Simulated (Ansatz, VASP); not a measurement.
# H2Se: VASP beside Ansatz

```
H Se
1.0
     1.89488   -2.90469    0.00000
     1.89488    2.90469    0.00000
     0.00000    0.00000    3.54125
H Se
2 1
Direct
  0.09971 0.90029 0.50000
  0.90029 0.09971 0.50000
  0.50000 0.50000 0.00000
```

Change from the starting cell: species swapped into the CsO2 type (Cmmm, No. 65).

Alike in both runs: task single point; functional PBE; dispersion D3(BJ); k mesh 6 × 6 × 6; occupations gaussian, width 0.1 eV; no spin polarisation.

|  | VASP | Ansatz |
| --- | --- | --- |
| version | VASP 6.6.1 | Ansatz 0.2.0 |
| potentials or method | VASP PAW PBE potentials, release 64 (H, Se) | scalar-relativistic, plane waves, PAW |
| plane-wave cutoff (eV) | 520 | 420 |
| valence electrons in the cell | 8 | 18 |

VASP gave:

```
gap on the k mesh at the Fermi level (eV)       : none
pressure (GPa)                                  : -12.1
largest component of the traceless stress (GPa) : 13.82
rms of the force components (eV/Å)              : 1.489
```

Problem. Which values does Ansatz return?

Solution. gap on the k mesh at the Fermi level (eV): none; pressure (GPa): -12.0; largest component of the traceless stress (GPa): 13.81; rms of the force components (eV/Å): 1.488.

Atom by atom the forces differ by 0.001 eV/Å (rms over components). A gap of «none» marks a metal or a gap that the smearing closes. The two sets of potentials don't hold the same shells in valence.

Caveats: pairwise dispersion overbinds metals, which lowers pressure and volume; forces of over 1 eV/Å show positions far from the minimum, so gaps and moduli don't describe the material at rest.
